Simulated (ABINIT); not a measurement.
AgBr:

```
CELL_PARAMETERS angstrom
0.00000 2.87015 2.87015
2.87015 0.00000 2.87015
2.87015 2.87015 0.00000
ATOMIC_POSITIONS crystal
Ag 0.00000 0.00000 0.00000
Br 0.50000 0.50000 0.50000
```

Base run:

* Program: ABINIT 10.8.3 (patched build)
* Functional: r2SCAN
* Potentials or basis: JTH PAW PBE v2.0
* Cutoff: 544 eV
* k mesh: 10 × 10 × 10
* Occupations: fermi-dirac, width 0.05 eV
* Spin: no spin polarisation

Its results: band gap on the k mesh 1.23 eV, indirect (least direct gap 3.26 eV); pressure 1.1 GPa.

Question: After a change of settings the same cell gave: band gap on the k mesh 1.59 eV, indirect (least direct gap 3.23 eV); pressure 1.8 GPa. Which change was it?
A. potentials or basis from JTH PAW PBE v2.0 to JTH PAW LDA v2.0; k mesh from 10 × 10 × 10 to 8 × 8 × 8
B. k mesh from 10 × 10 × 10 to 3 × 3 × 3
C. functional from r2SCAN to PBEsol; cutoff from 544 eV to 463 eV; fine-grid cutoff from 1088.46 eV to 925.187 eV

Answer: B.

Caveats: some runs use coarse meshes; the PAW data sets were made with another functional, which shifts forces and pressure a little; an odd mesh through Γ misses points on the zone boundary, where band edges often lie (some runs).

Runs at the PBE level aren't shown here.
